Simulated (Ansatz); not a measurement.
# SiO2: consecutive steps of a trajectory

These are results of DFT PBE+D3(BJ), scalar-relativistic, plane waves, PAW (Ansatz), not measurements. The runs took a 420 eV cutoff, a shifted (0.5, 0.5, 0.5 steps) 2×2×2 mesh and Fermi–Dirac smearing (0.22 eV). The mesh is coarse. No spin polarisation.

18 atoms, starting at 1.10 times the perfect crystal's volume (space group Ibam, the cell as given, not relaxed at this level); Nosé–Hoover thermostat at 2600 K, fixed cell; 23 steps of 1 fs. The run is short and not equilibrated.

Positions in Å, velocities in 0.01 Å/fs, forces in eV/Å; dE is the potential energy from the first frame shown.

```xyz
18
Lattice="0.0000 0.0000 5.3266 0.0000 8.6299 0.0000 -7.3085 -4.3149 -2.6633" Properties=species:S:1:pos:R:3:v100:R:3:forces:R:3 pbc="T T T" time_fs=8.00 dE_eV=0.0000 T_K=4413
Si   -4.9300   -0.0514   -1.2783   -0.6125   -0.4245    0.5873    1.4489    2.6014   -1.3284
Si    0.0400    8.6451    3.9909    0.4981   -0.0219    0.0307   -0.1730   -2.3024    0.7220
Si   -2.4133    4.2915    1.4296    0.1475   -0.4634    0.9596   -2.0787   -2.5325   -3.7490
Si   -4.8046   -0.0037    1.4165    0.8084    0.1370    0.9145   -0.4802    2.0352   -2.2941
Si    0.0201    0.1387    1.3946    0.2755    1.4308    0.5965    0.5788   -3.5102   -2.4809
Si   -2.4813    4.3048    4.0043   -0.6756   -0.1584    0.2015   -1.0767   -0.3902    0.7838
O    -3.4666    3.3839    2.6504    0.7537    0.9707   -0.1433    3.4190    2.6058    0.1435
O    -5.6903   -0.7849    0.0057    3.0350    2.4417    0.1130    0.8659    0.1568    0.6914
O    -0.8388    7.6058    0.0205    2.9499    0.0280    0.1639    2.2639    3.9494   -0.5605
O    -4.0085   -0.7975    2.6392   -2.3623    2.2378   -0.1467   -0.0338   -0.2412    1.4151
O    -6.4545    3.3677   -0.0345   -2.7625    0.9328   -0.3610   -2.2253    3.5597    0.4512
O    -1.3610    3.4700    0.0570   -0.2409    2.0510    0.6667   -3.8245    2.7454   -0.2780
O    -3.5171    5.1567   -0.1430    0.1437   -2.0656   -1.7830    3.5160   -2.5335    0.0822
O    -5.7938    0.7578    2.5740    1.7739   -2.9085   -0.9340    0.9021   -0.9003    1.4024
O    -0.8782    0.9414    2.5363    2.4118   -0.6068   -1.4200    1.6268   -0.8694    1.4742
O    -3.9529    1.0499    0.0161   -1.9998    0.3435    0.2139   -2.5916   -3.6316    0.0783
O    -6.3439   -3.5091    2.6005   -1.3846   -2.2412   -0.7349   -2.1568   -0.7791    0.4039
O    -1.6300    5.1334    2.5230   -3.0929   -2.0603   -1.4099    0.0192    0.0366    3.0428
18
Lattice="0.0000 0.0000 5.3266 0.0000 8.6299 0.0000 -7.3085 -4.3149 -2.6633" Properties=species:S:1:pos:R:3:v100:R:3:forces:R:3 pbc="T T T" time_fs=9.00 dE_eV=-0.2165 T_K=4507
Si   -4.9358   -0.0552   -1.2726   -0.5565   -0.3273    0.5330    1.7967    3.0511   -1.8199
Si    0.0450    8.6445    3.9914    0.4897   -0.1055    0.0549   -0.3097   -2.5632    0.6893
Si   -2.4122    4.2864    1.4386    0.0653   -0.5634    0.8118   -2.7039   -3.3006   -4.8438
Si   -4.7966   -0.0019    1.4253    0.7907    0.2113    0.8216   -0.5398    2.2926   -3.0960
Si    0.0229    0.1524    1.4001    0.3004    1.2997    0.5003    0.8738   -4.0992   -3.1151
Si   -2.4882    4.3031    4.0064   -0.7122   -0.1732    0.2277   -1.0676   -0.4746    0.7444
O    -3.4580    3.3944    2.6490    0.9517    1.1181   -0.1333    3.1565    2.2928    0.1871
O    -5.6597   -0.7604    0.0070    3.0653    2.4278    0.1668    0.1719   -0.5922    1.0927
O    -0.8086    7.6072    0.0220    3.0753    0.2619    0.1285    1.9235    3.8085   -0.6117
O    -4.0322   -0.7752    2.6382   -2.3344    2.1961   -0.0463    0.9338   -1.1170    1.9152
O    -6.4828    3.3781   -0.0380   -2.8841    1.1398   -0.3316   -1.8351    3.3139    0.5193
O    -1.3646    3.4913    0.0636   -0.4682    2.2100    0.6488   -3.7167    2.5476   -0.3089
O    -3.5146    5.1353   -0.1608    0.3476   -2.2097   -1.7746    3.2473   -2.2673    0.1808
O    -5.7758    0.7285    2.5651    1.8015   -2.9400   -0.8378    0.0309   -0.1730    1.7815
O    -0.8536    0.9350    2.5226    2.4889   -0.6377   -1.3151    0.9544   -0.1613    1.9910
O    -3.9737    1.0522    0.0182   -2.1459    0.1304    0.2187   -2.2713   -3.4339    0.0860
O    -6.3584   -3.5317    2.5933   -1.5004   -2.2716   -0.7063   -1.6978   -0.2504    0.5387
O    -1.6609    5.1128    2.5099   -3.0596   -2.0247   -1.1951    1.0529    1.1262    4.0695
18
Lattice="0.0000 0.0000 5.3266 0.0000 8.6299 0.0000 -7.3085 -4.3149 -2.6633" Properties=species:S:1:pos:R:3:v100:R:3:forces:R:3 pbc="T T T" time_fs=10.00 dE_eV=-0.2210 T_K=4506
Si   -4.9411   -0.0580   -1.2676   -0.4885   -0.2147    0.4607    2.1545    3.4962   -2.3834
Si    0.0498    8.6430    3.9920    0.4759   -0.1975    0.0772   -0.4824   -2.7968    0.6087
Si   -2.4120    4.2802    1.4458   -0.0386   -0.6905    0.6247   -3.3427   -4.1121   -6.0332
Si   -4.7887    0.0006    1.4329    0.7714    0.2938    0.6991   -0.5639    2.5190   -4.0175
Si    0.0261    0.1647    1.4046    0.3362    1.1480    0.3806    1.2186   -4.7049   -3.8384
Si   -2.4955    4.3013    4.0088   -0.7471   -0.1912    0.2511   -0.9808   -0.5735    0.6266
O    -3.4476    3.4062    2.6477    1.1316    1.2444   -0.1204    2.8217    1.9093    0.2399
O    -5.6290   -0.7363    0.0090    3.0521    2.3667    0.2469   -0.5727   -1.4061    1.5684
O    -0.7773    7.6110    0.0231    3.1785    0.4852    0.0904    1.5408    3.6019   -0.6494
O    -4.0552   -0.7535    2.6383   -2.2451    2.0993    0.0862    2.0024   -2.0675    2.4786
O    -6.5122    3.3905   -0.0411   -2.9803    1.3290   -0.2981   -1.3905    2.9764    0.5894
O    -1.3704    3.5142    0.0700   -0.6880    2.3559    0.6291   -3.5797    2.3205   -0.3369
O    -3.5101    5.1125   -0.1785    0.5326   -2.3361   -1.7582    2.8948   -1.9528    0.3394
O    -5.7578    0.6990    2.5572    1.7721   -2.9243   -0.7170   -0.9850    0.6581    2.2151
O    -0.8285    0.9286    2.5100    2.5224   -0.6230   -1.1764    0.1880    0.6400    2.5960
O    -3.9958    1.0525    0.0204   -2.2709   -0.0686    0.2241   -1.9033   -3.1633    0.0935
O    -6.3739   -3.5545    2.5864   -1.5863   -2.2683   -0.6685   -1.1691    0.3312    0.7060
O    -1.6912    5.0929    2.4991   -2.9619   -1.9199   -0.9153    2.1493    2.3243    5.1970
18
Lattice="0.0000 0.0000 5.3266 0.0000 8.6299 0.0000 -7.3085 -4.3149 -2.6633" Properties=species:S:1:pos:R:3:v100:R:3:forces:R:3 pbc="T T T" time_fs=11.00 dE_eV=-0.0203 T_K=4411
Si   -4.9456   -0.0595   -1.2634   -0.4084   -0.0875    0.3683    2.4927    3.9077   -2.9819
Si    0.0545    8.6406    3.9929    0.4555   -0.2968    0.0958   -0.6898   -2.9920    0.4762
Si   -2.4130    4.2726    1.4511   -0.1629   -0.8442    0.3974   -3.8965   -4.8552   -7.1830
Si   -4.7811    0.0039    1.4392    0.7522    0.3832    0.5440   -0.5348    2.6939   -4.9980
Si    0.0296    0.1754    1.4077    0.3842    0.9758    0.2352    1.5843   -5.2960   -4.6198
Si   -2.5032    4.2993    4.0114   -0.7773   -0.2128    0.2687   -0.7960   -0.6911    0.4060
O    -3.4354    3.4192    2.6466    1.2887    1.3450   -0.1040    2.4066    1.4479    0.3021
O    -5.5987   -0.7131    0.0120    2.9931    2.2550    0.3569   -1.3406   -2.2636    2.0830
O    -0.7451    7.6169    0.0238    3.2571    0.6937    0.0506    1.1108    3.3205   -0.6690
O    -4.0771   -0.7332    2.6399   -2.0892    1.9441    0.2531    3.1326   -3.0513    3.0600
O    -6.5424    3.4046   -0.0439   -3.0477    1.4946   -0.2602   -0.8903    2.5363    0.6609
O    -1.3783    3.5384    0.0762   -0.8984    2.4870    0.6078   -3.4094    2.0615   -0.3621
O    -3.5039    5.0886   -0.1960    0.6933   -2.4416   -1.7298    2.4420   -1.5819    0.5782
O    -5.7404    0.6700    2.5507    1.6775   -2.8558   -0.5689   -2.1252    1.5709    2.6866
O    -0.8032    0.9226    2.4990    2.5076   -0.5579   -0.9993   -0.6422    1.5108    3.2585
O    -4.0191    1.0509    0.0227   -2.3720   -0.2486    0.2298   -1.4844   -2.8110    0.1009
O    -6.3901   -3.5771    2.5799   -1.6380   -2.2282   -0.6196   -0.5697    0.9676    0.9064
O    -1.7201    5.0744    2.4915   -2.7991   -1.7427   -0.5684    3.2096    3.5248    6.2949
18
Lattice="0.0000 0.0000 5.3266 0.0000 8.6299 0.0000 -7.3085 -4.3149 -2.6633" Properties=species:S:1:pos:R:3:v100:R:3:forces:R:3 pbc="T T T" time_fs=12.00 dE_eV=0.3395 T_K=4245
Si   -4.9493   -0.0597   -1.2602   -0.3178    0.0527    0.2559    2.7750    4.2497   -3.5550
Si    0.0589    8.6371    3.9940    0.4275   -0.4019    0.1089   -0.9267   -3.1354    0.2911
Si   -2.4153    4.2633    1.4538   -0.3026   -1.0195    0.1347   -4.2446   -5.3774   -8.1037
Si   -4.7737    0.0082    1.4438    0.7351    0.4773    0.3560   -0.4408    2.7955   -5.9355
Si    0.0338    0.1842    1.4093    0.4442    0.7843    0.0630    1.9222   -5.8241   -5.3996
Si   -2.5111    4.2971    4.0142   -0.7990   -0.2389    0.2766   -0.4934   -0.8327    0.0573
O    -3.4218    3.4331    2.6456    1.4181    1.4153   -0.0836    1.9075    0.9046    0.3734
O    -5.5691   -0.6912    0.0162    2.8879    2.0911    0.4972   -2.0967   -3.1348    2.5776
O    -0.7122    7.6249    0.0241    3.3078    0.8825    0.0104    0.6289    2.9546   -0.6657
O    -4.0970   -0.7147    2.6433   -1.8651    1.7303    0.4535    4.2657   -4.0065    3.5899
O    -6.5731    3.4204   -0.0463   -3.0831    1.6301   -0.2181   -0.3358    1.9852    0.7321
O    -1.3883    3.5639    0.0821   -1.0971    2.6011    0.5849   -3.2002    1.7679   -0.3854
O    -3.4963    5.0637   -0.2131    0.8230   -2.5226   -1.6838    1.8717   -1.1464    0.9185
O    -5.7242    0.6419    2.5458    1.5118   -2.7309   -0.3922   -3.3424    2.5242    3.1631
O    -0.7783    0.9174    2.4900    2.4422   -0.4395   -0.7824   -1.4842    2.4076    3.9201
O    -4.0433    1.0475    0.0250   -2.4461   -0.4047    0.2360   -1.0135   -2.3697    0.1074
O    -6.4067   -3.5991    2.5740   -1.6514   -2.1478   -0.5577    0.0978    1.6585    1.1357
O    -1.7471    5.0580    2.4878   -2.5770   -1.4975   -0.1620    4.1096    4.5793    7.1790
18
Lattice="0.0000 0.0000 5.3266 0.0000 8.6299 0.0000 -7.3085 -4.3149 -2.6633" Properties=species:S:1:pos:R:3:v100:R:3:forces:R:3 pbc="T T T" time_fs=13.00 dE_eV=0.7825 T_K=4041
Si   -4.9520   -0.0585   -1.2583   -0.2190    0.2026    0.1256    2.9636    4.4836   -4.0244
Si    0.0630    8.6325    3.9951    0.3911   -0.5107    0.1149   -1.1830   -3.2114    0.0584
Si   -2.4190    4.2522    1.4538   -0.4488   -1.2061   -0.1522   -4.2827   -5.5254   -8.5971
Si   -4.7664    0.0135    1.4464    0.7222    0.5732    0.1389   -0.2855    2.8061   -6.6928
Si    0.0385    0.1911    1.4090    0.5142    0.5769   -0.1343    2.1682   -6.2268   -6.0898
Si   -2.5191    4.2945    4.0170   -0.8080   -0.2703    0.2698   -0.0562   -1.0035   -0.4419
O    -3.4070    3.4476    2.6449    1.5147    1.4502   -0.0586    1.3252    0.2802    0.4517
O    -5.5409   -0.6713    0.0219    2.7385    1.8752    0.6643   -2.8032   -3.9850    2.9742
O    -0.6789    7.6346    0.0240    3.3276    1.0462   -0.0288    0.0911    2.4948   -0.6344
O    -4.1144   -0.6986    2.6490   -1.5749    1.4621    0.6815    5.3277   -4.8565    3.9834
O    -6.6040    3.4373   -0.0483   -3.0833    1.7288   -0.1718    0.2672    1.3203    0.8002
O    -1.4003    3.5904    0.0879   -1.2817    2.6962    0.5606   -2.9445    1.4366   -0.4100
O    -3.4875    5.0381   -0.2297    0.9141   -2.5750   -1.6135    1.1677   -0.6400    1.3813
O    -5.7101    0.6154    2.5429    1.2728   -2.5490   -0.1883   -4.5581    3.4574    3.5941
O    -0.7543    0.9138    2.4834    2.3277   -0.2681   -0.5282   -2.2670    3.2688    4.4963
O    -4.0680    1.0428    0.0274   -2.4900   -0.5312    0.2424   -0.4917   -1.8344    0.1110
O    -6.4232   -3.6201    2.5688   -1.6226   -2.0242   -0.4814    0.8263    2.4007    1.3831
O    -1.7717    5.0444    2.4883   -2.3089   -1.1978    0.2854    4.7350    5.3343    7.6569
18
Lattice="0.0000 0.0000 5.3266 0.0000 8.6299 0.0000 -7.3085 -4.3149 -2.6633" Properties=species:S:1:pos:R:3:v100:R:3:forces:R:3 pbc="T T T" time_fs=14.00 dE_eV=1.2260 T_K=3835
Si   -4.9536   -0.0557   -1.2577   -0.1160    0.3581   -0.0176    3.0288    4.5770   -4.3087
Si    0.0667    8.6269    3.9962    0.3457   -0.6205    0.1122   -1.4439   -3.2033   -0.2095
Si   -2.4242    4.2392    1.4508   -0.5902   -1.3896   -0.4461   -3.9688   -5.2011   -8.5271
Si   -4.7593    0.0197    1.4466    0.7152    0.6677   -0.0984   -0.0942    2.7186   -7.1216
Si    0.0440    0.1958    1.4066    0.5898    0.3591   -0.3519    2.2558   -6.4385   -6.5860
Si   -2.5272    4.2917    4.0196   -0.7995   -0.3080    0.2431    0.5234   -1.2053   -1.1023
O    -3.3915    3.4621    2.6445    1.5739    1.4452   -0.0289    0.6703   -0.4155    0.5327
O    -5.5144   -0.6537    0.0295    2.5490    1.6098    0.8497   -3.4272   -4.7800    3.1907
O    -0.6456    7.6458    0.0235    3.3130    1.1791   -0.0651   -0.5038    1.9342   -0.5707
O    -4.1285   -0.6854    2.6570   -1.2252    1.1484    0.9265    6.2405   -5.5212    4.1596
O    -6.6348    3.4549   -0.0498   -3.0460    1.7840   -0.1216    0.9067    0.5466    0.8599
O    -1.4140    3.6178    0.0934   -1.4490    2.7699    0.5346   -2.6318    1.0651   -0.4417
O    -3.4780    5.0122   -0.2454    0.9584   -2.5945   -1.5111    0.3209   -0.0615    1.9795
O    -5.6988    0.5909    2.5421    0.9638   -2.3136    0.0382   -5.6666    4.2961    3.9169
O    -0.7318    0.9121    2.4795    2.1700   -0.0482   -0.2450   -2.9128    4.0225    4.8900
O    -4.0931    1.0369    0.0299   -2.5010   -0.6225    0.2489    0.0755   -1.2053    0.1082
O    -6.4391   -3.6396    2.5644   -1.5483   -1.8546   -0.3903    1.6021    3.1855    1.6296
O    -1.7933    5.0341    2.4935   -2.0132   -0.8648    0.7451    5.0251    5.6860    7.6008
```

**Question.** What is the next frame?

**Answer.**
```xyz
18
Lattice="0.0000 0.0000 5.3266 0.0000 8.6299 0.0000 -7.3085 -4.3149 -2.6633" Properties=species:S:1:pos:R:3:v100:R:3:forces:R:3 pbc="T T T" time_fs=15.00 dE_eV=1.6087 T_K=3656
Si   -4.9543   -0.0513   -1.2586   -0.0131    0.5139   -0.1662    2.9572    4.5109   -4.3440
Si    0.0700    8.6201    3.9973    0.2917   -0.7282    0.1001   -1.6898   -3.0945   -0.4914
Si   -2.4308    4.2244    1.4448   -0.7155   -1.5536   -0.7275   -3.3510   -4.4080   -7.8788
Si   -4.7521    0.0268    1.4444    0.7146    0.7575   -0.3426    0.0880    2.5392   -7.1005
Si    0.0503    0.1982    1.4019    0.6648    0.1382   -0.5814    2.1369   -6.4076   -6.7929
Si   -2.5351    4.2884    4.0218   -0.7687   -0.3531    0.1911    1.2368   -1.4324   -1.9143
O    -3.3755    3.4765    2.6443    1.5919    1.3966    0.0055   -0.0367   -1.1634    0.6085
O    -5.4899   -0.6391    0.0389    2.3249    1.2991    1.0406   -3.9469   -5.4926    3.1614
O    -0.6126    7.6582    0.0227    3.2608    1.2749   -0.0965   -1.1531    1.2703   -0.4720
O    -4.1389   -0.6756    2.6675   -0.8272    0.8023    1.1738    6.9349   -5.9341    4.0664
O    -6.6650    3.4729   -0.0507   -2.9694    1.7896   -0.0684    1.5645   -0.3195    0.9030
O    -1.4292    3.6458    0.0986   -1.5952    2.8197    0.5061   -2.2496    0.6517   -0.4895
O    -3.4683    4.9862   -0.2599    0.9474   -2.5771   -1.3687   -0.6641    0.5797    2.7112
O    -5.6909    0.5691    2.5436    0.5949   -2.0329    0.2789   -6.5507    4.9653    4.0696
O    -0.7109    0.9128    2.4785    1.9796    0.2118    0.0538   -3.3564    4.6022    5.0175
O    -4.1180    1.0303    0.0324   -2.4766   -0.6731    0.2548    0.6772   -0.4890    0.0935
O    -6.4541   -3.6572    2.5609   -1.4265   -1.6367   -0.2852    2.4044    3.9980    1.8480
O    -1.8119    5.0272    2.5032   -1.7097   -0.5233    1.1848    4.9984    5.6238    7.0041
```

Cost: 1 run of about 2.9 core-minutes (earlier runs that led there not counted), on Intel Xeon Platinum 8375C (Ice Lake) (shared hosts).